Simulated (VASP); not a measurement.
Here is a VASP 6.6.1 calculation.

File INCAR:

```
SYSTEM = HgTe
ALGO = Normal
EDIFF = 1E-6
ENCUT = 600
GGA = PE
ISIF = 2
ISMEAR = -1
LASPH = .True.
LCHARG = .False.
LREAL = .False.
LWAVE = .False.
NBANDS = 20
NELM = 100
PREC = Accurate
SIGMA = 0.05
```

File KPOINTS:

```
k-points
0
Gamma
  7 7 7
  0 0 0
```

The input POSCAR:

```
HgTe
1.0
    0.0000000000      3.2145000000      3.2145000000
    3.2145000000      0.0000000000      3.2145000000
    3.2145000000      3.2145000000      0.0000000000
Hg Te
1 1
Direct
    0.0000000000      0.0000000000      0.0000000000
    0.7500000000      0.7500000000      0.7500000000
```

Contents of KPOINTS_OPT:

```
path GXWKGLUWLK,UX
20
line-mode
reciprocal
 0.0000000000  0.0000000000  0.0000000000  G
 0.5000000000  0.0000000000  0.5000000000  X

 0.5000000000  0.0000000000  0.5000000000  X
 0.5000000000  0.2500000000  0.7500000000  W

 0.5000000000  0.2500000000  0.7500000000  W
 0.3750000000  0.3750000000  0.7500000000  K

 0.3750000000  0.3750000000  0.7500000000  K
 0.0000000000  0.0000000000  0.0000000000  G

 0.0000000000  0.0000000000  0.0000000000  G
 0.5000000000  0.5000000000  0.5000000000  L

 0.5000000000  0.5000000000  0.5000000000  L
 0.6250000000  0.2500000000  0.6250000000  U

 0.6250000000  0.2500000000  0.6250000000  U
 0.5000000000  0.2500000000  0.7500000000  W

 0.5000000000  0.2500000000  0.7500000000  W
 0.5000000000  0.5000000000  0.5000000000  L

 0.5000000000  0.5000000000  0.5000000000  L
 0.3750000000  0.3750000000  0.7500000000  K

 0.6250000000  0.2500000000  0.6250000000  U
 0.5000000000  0.0000000000  0.5000000000  X
```

Potentials or basis: VASP PAW PBE potentials, release 64 (Hg_sv_GW, Te_GW).

Run with:

```bash
$ cat potpaw_PBE.64/Hg_sv_GW/POTCAR potpaw_PBE.64/Te_GW/POTCAR > POTCAR
$ mpirun -np 1 vasp_std > vasp.out
```

Q: Predict the band gap along the path.

A: None (metal or under the smearing width).

Q: Estimate the pressure.

A: 4.5 GPa.

Levels at the corners of the path, in eV from the Fermi level:
| point | band 10 | band 11 | band 12 | band 13 | band 14 | band 15 | band 16 | band 17 |
| --- | --- | --- | --- | --- | --- | --- | --- | --- |
| Γ | -6.94 | -0.73 | -0.04 | -0.04 | -0.04 | 4.18 | 4.18 | 4.18 |
| X | -6.46 | -5.57 | -2.38 | -2.38 | 1.85 | 2.41 | 8.21 | 8.91 |
| X | -6.46 | -5.57 | -2.38 | -2.38 | 1.85 | 2.41 | 8.21 | 8.91 |
| W | -6.29 | -5.67 | -2.79 | -2.66 | 3.11 | 4.58 | 5.26 | 6.12 |
| W | -6.29 | -5.67 | -2.79 | -2.66 | 3.11 | 4.58 | 5.26 | 6.12 |
| K | -6.38 | -5.60 | -3.04 | -1.99 | 2.20 | 3.98 | 7.01 | 7.18 |
| K | -6.38 | -5.60 | -3.04 | -1.99 | 2.20 | 3.98 | 7.01 | 7.18 |
| Γ | -6.94 | -0.73 | -0.04 | -0.04 | -0.04 | 4.18 | 4.18 | 4.18 |
| Γ | -6.94 | -0.73 | -0.04 | -0.04 | -0.04 | 4.18 | 4.18 | 4.18 |
| L | -6.62 | -5.64 | -1.06 | -1.06 | 0.66 | 5.00 | 5.00 | 6.79 |
| L | -6.62 | -5.64 | -1.06 | -1.06 | 0.66 | 5.00 | 5.00 | 6.79 |
| U | -6.38 | -5.60 | -3.04 | -1.99 | 2.20 | 3.98 | 7.01 | 7.18 |
| U | -6.38 | -5.60 | -3.04 | -1.99 | 2.20 | 3.98 | 7.01 | 7.18 |
| W | -6.29 | -5.67 | -2.79 | -2.66 | 3.11 | 4.58 | 5.26 | 6.12 |
| W | -6.29 | -5.67 | -2.79 | -2.66 | 3.11 | 4.58 | 5.26 | 6.12 |
| L | -6.62 | -5.64 | -1.06 | -1.06 | 0.66 | 5.00 | 5.00 | 6.79 |
| L | -6.62 | -5.64 | -1.06 | -1.06 | 0.66 | 5.00 | 5.00 | 6.79 |
| K | -6.38 | -5.60 | -3.04 | -1.99 | 2.20 | 3.98 | 7.01 | 7.18 |
| U | -6.38 | -5.60 | -3.04 | -1.99 | 2.20 | 3.98 | 7.01 | 7.18 |
| X | -6.46 | -5.57 | -2.38 | -2.38 | 1.85 | 2.41 | 8.21 | 8.91 |

Caveat: spin-orbit coupling is left out, which moves the levels of the heavy elements.
